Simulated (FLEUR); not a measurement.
Ho under changes of volume

One of the cells (31.035 Å³/atom); the others are scaled copies at fixed shape and fractional positions:

```xyz
1
Lattice="0.0000 2.4942 2.4942 2.4942 0.0000 2.4942 2.4942 2.4942 0.0000" Properties=species:S:1:pos:R:3 pbc="T T T"
Ho    0.0000    0.0000    0.0000
```

This isn't the form of Ho at room conditions, which is hcp.

```yaml
Program: FLEUR MaX-R8.1 (later development tree)
Functional: PBE
Potentials_or_basis: all-electron
Basis: FLAPW
Kmax: 4.1 1/bohr
k_mesh: 9 × 9 × 9
Occupations: fermi-dirac, width 0.05 eV
Spin: collinear spin, ferromagnetic start
Starting_moments: "[4.0] μB"
```

```tsv
volume (Å³/atom)	energy over the lowest point (meV/atom)	moment (μB per cell)
29.173	17.55	3.44
29.793	9.76	3.44
30.414	4.32	3.43
31.035	?	?
31.655	0.00	3.42
32.276	0.77	3.41
32.897	3.25	3.40
```

Task: What does the run at 31.035 Å³/atom give?

Result: Energy over the lowest point 1.09 meV/atom; moment 3.42 μB per cell.

Worked out: A Birch-Murnaghan fit of order 3 (a polynomial in V^(-2/3)) to the other rows has its minimum at 31.71 Å³/atom with B0 = V·E''(V) = 25 GPa and B' = 3.1. It gives 1.14 meV/atom at 31.035 Å³/atom, against the run's 1.09. A straight line through the other rows of the moment, of slope -0.0109 μB per Å³/atom, gives 3.42 μB, against the run's 3.42.

Energies are extrapolated to zero smearing.

Caveats: the magnetic or orbital state may not be the lowest.
